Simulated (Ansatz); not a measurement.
## Se: energy change per atom and pressure as volume scale varies

All results are calculated (Ansatz 0.2.0). Plane-wave DFT, scalar-relativistic PAW made under PBE with cores redone for the functional, no dispersion; the given relaxed cell is scaled uniformly, energy at zero smearing counts from the unscaled cell, pressure at the given Fermi-Dirac smearing is positive in compression.

The cell before it is scaled or strained (space group P6/mmm, No. 191):
```
CELL_PARAMETERS angstrom
4.69900 0.00000 0.00000
-2.34950 4.06950 0.00000
0.00000 0.00000 3.33380
ATOMIC_POSITIONS crystal
Se 0.00000 0.00000 0.00000
Se 0.33333 0.66667 0.50000
Se 0.66667 0.33333 0.50000
```

Settings of every row: spin polarised no; functional PBE; wave cutoff 420 eV; smearing width 0.1 eV; k mesh 9x9x11.

Atom starting moment: 0 on all atoms.

Limits: the cell comes from a prototype or a list of computed structures and needn't be the stable phase.

```
row  volume scale  V (Å³/atom)  energy change per atom (meV)  pressure (GPa)
  1          0.88         18.7                         78.54           11.43
  2          0.92        19.55                         31.43            6.72
  3          0.96         20.4                          6.76            2.96
  4          1.04         22.1                          7.48           -2.42
  5          1.08        22.95                             ?               ?
  6          1.12         23.8                         54.03           -5.82
```

Question: what energy change per atom and pressure should row 5 give?

Worked fit of energy change per atom. Take u = (V_r/V)^(2/3) − 1 with V_r = 20.4 Å³ an atom, which is twice the finite (Eulerian) strain; such expansions in the strain, on which the Birch-Murnaghan equation of state is built, carry the rest volume and the bulk modulus. The shown rows have u = 0.05972, 0.02878, 0, -0.05196, -0.09766. Least squares give energy change per atom = 7.014 + 556.26 × u + 10652.1 × u² meV; a straight line predicts inner rows, each left out in turn, worse (root mean square 30 against 0.79 meV). The rows lie off it by 0.32, -0.42, -0.25, 0.61, -0.25 (root mean square 0.39 meV). The withheld row has u = -0.07552, so the fit gives 7.014 + 556.26 × (-0.07552) + 10652.1 × (-0.07552)² = 25.76 meV.

The calculation gave 26.26 meV. The fit lies 0.50 meV (1.9 % of the value, 0.7 % of the column's range) below it; its largest miss of a shown row is 0.61 meV.

Worked fit of pressure. Take u = (V_r/V)^(2/3) − 1 with V_r = 20.4 Å³ an atom, which is twice the finite (Eulerian) strain; such expansions in the strain, on which the Birch-Murnaghan equation of state is built, carry the rest volume and the bulk modulus. The shown rows have u = 0.05972, 0.02878, 0, -0.05196, -0.09766. Least squares give pressure = 2.979 + 121.69 × u + 325.4 × u² GPa; a straight line predicts inner rows, each left out in turn, worse (root mean square 0.92 against 0.058 GPa). The rows lie off it by 0.02, -0.03, -0.02, 0.05, -0.02 (root mean square 0.03 GPa). The pressure vanishes at u = -0.0263, or V = 21.23 Å³ an atom, and there the bulk modulus at fixed shape and fractions is B = −V dP/dV = (2/3)(1 + u) dP/du = 67.9 GPa. Letting shape and atoms relax would as a rule lower it, by much in layered, chain or molecular crystals. The withheld row has u = -0.07552, so the fit gives 2.979 + 121.69 × (-0.07552) + 325.4 × (-0.07552)² = -4.36 GPa.

The calculation gave -4.32 GPa. The fit lies 0.04 GPa (0.23 % of the column's range) below it; its largest miss of a shown row is 0.05 GPa.
